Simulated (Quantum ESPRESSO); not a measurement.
# Se under changes of volume

One of the cells (27.261 Å³/atom); the others are scaled copies at fixed shape and fractional positions:

```
Se
1.0
     4.36620    0.00000    0.00000
    -2.18310    3.78124    0.00000
     0.00000    0.00000    4.95360
Se
3
Direct
  0.77460 0.77460 0.00000
  0.00000 0.22540 0.66667
  0.22540 0.00000 0.33333
```

```yaml
Program: Quantum ESPRESSO 7.5
Functional: r2SCAN
Potentials_or_basis: SG15 PBE 1.2
Cutoff: 952 eV
Density_cutoff: 3810 eV
k_mesh: 5 × 5 × 4
Occupations: fermi-dirac, width 0.05 eV
Spin: no spin polarisation
```

| volume (Å³/atom) | energy over the lowest point (meV/atom) | pressure (GPa) | gap on the mesh (eV) |
| --- | --- | --- | --- |
| 25.625 | 46.23 | 6.3 | 1.38 |
| 26.170 | 27.46 | 4.7 | 1.40 |
| 26.716 | 13.95 | 3.2 | 1.42 |
| 27.261 | 5.18 | 1.9 | 1.44 |
| 27.806 | ? | ? | ? |
| 28.351 | 0.00 | -0.3 | 1.47 |
| 28.896 | 2.79 | -1.3 | 1.46 |

Problem. What does the run at 27.806 Å³/atom give?

Solution. Energy over the lowest point 0.67 meV/atom; pressure 0.7 GPa; gap on the mesh 1.45 eV.

Worked out: A Birch-Murnaghan fit of order 3 (a polynomial in V^(-2/3)) to the other rows has its minimum at 28.18 Å³/atom with B0 = V·E''(V) = 54 GPa and B' = 4.4 at fixed shape and positions, which overstates the stiffness. It gives 0.67 meV/atom at 27.806 Å³/atom, against the run's 0.67, and -dE/dV = 0.7 GPa, against 0.7. A parabola through the other rows of the gap, of slope 0.532 eV per unit of ln V there, gives 1.45 eV, against the run's 1.45.

Energies are extrapolated to zero smearing.

Caveats: the potentials were made for another functional, which shifts forces and pressure; an odd mesh through Γ misses points on the zone boundary, where band edges often lie. Spin-orbit coupling on Se is left out.
